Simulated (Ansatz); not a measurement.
# NaCl (Pm-3m): equation of state

The task here is to estimate one member of a computed series from the others.

Method: DFT PBE, scalar-relativistic, plane waves, PAW, in Ansatz 0.2.0.

1 further run of the same task is left out (it didn't finish). Runs told in other sessions of the task aren't counted.

### Starting point

It takes space group Pm-3m (No. 221, cubic). Conventional cell: a = 3.508 Å, b = 3.508 Å, c = 3.508 Å, α = 90.00°, β = 90.00°, γ = 90.00°. Na (site symmetry m-3m) has 8 Cl at 3.04 Å in its first shell of neighbours. Cl (site symmetry m-3m) is surrounded by 8 Na at 3.04 Å.

Coordinates:

```cif
data_structure
_symmetry_space_group_name_H-M 'Pm-3m'
_symmetry_Int_Tables_number 221
_cell_length_a 3.5079
_cell_length_b 3.5079
_cell_length_c 3.5079
_cell_angle_alpha 90.000
_cell_angle_beta 90.000
_cell_angle_gamma 90.000
_cell_volume 43.17
loop_
_atom_site_label
_atom_site_type_symbol
_atom_site_symmetry_multiplicity
_atom_site_Wyckoff_symbol
_atom_site_fract_x
_atom_site_fract_y
_atom_site_fract_z
_atom_site_occupancy
Na1 Na 1 a 0.00000 0.00000 0.00000 1
Cl1 Cl 1 b 0.50000 0.50000 0.50000 1
```

An earlier run at PBE left this cell at 21.583 Å³/atom and -0.02 GPa (12×12×12 mesh).

Volume factors to run: 0.980, 1.020, 0.960, 1.040.

The first run:

The input, input.yaml:

```yaml
crystal:
  lattice:
    - [3.4843692169, 0.0, 0.0]
    - [0.0, 3.4843692169, 0.0]
    - [0.0, 0.0, 3.4843692169]
  atoms:
    - { symbol: Na, position: [0.0, 0.0, 0.0] }
    - { symbol: Cl, position: [0.5, 0.5, 0.5] }
basis:
  ecutwfc: 420
  ecutrho_ratio: 4
kpoints:
  mp_grid: { grid: [12, 12, 12] }
hamiltonian:
  xc: pbe
scf:
  occupations: { method: gaussian, width: 0.05 }
output:
  forces: true
  stress: true
  eigenvalues: true
```

On the command line:

```
$ ansatz run input.yaml --threads 2 --pin off --max-ram 2662MiB --backend cpu --events-out ev --progress --plain --runs-dir out
```

Steps of the session up to this table: Scaling the volume by 0.980; At 1.020 of the relaxed volume; Scaling the volume by 0.960; Scaling the volume by 1.040.

One of the session's tables, all rows but one given; the rest of the session is left out.

It belongs to the step «Energy and pressure against volume». 

| volume (Å³/atom) | energy (meV/atom) | pressure (GPa) | gap (eV) |
| --- | --- | --- | --- |
| 20.720 | 2.86 | 1.13 | 4.10 |
| 21.152 | 0.66 | 0.52 | 4.03 |
| 21.583 | 0.00 | -0.02 | 3.96 |
| 22.015 | ? | ? | ? |
| 22.447 | 2.69 | -0.94 | 3.84 |

Q: Estimate the row for volume (Å³/atom) = 22.015 from the others.

Worked estimate for «energy (meV/atom)». A straight line through the neighbours (21.583, 0.00) and (22.447, 2.69) gives 0.00 + (2.69 − 0.00) × (22.015 − 21.583) / (22.447 − 21.583) = 1.35; a parabola fitted to 3 rows on both sides gives 0.68.

As computed: energy (meV/atom): 0.73; pressure (GPa): -0.51; gap (eV): 3.90. In «energy (meV/atom)» the line misses by +0.62 and the parabola by -0.05.
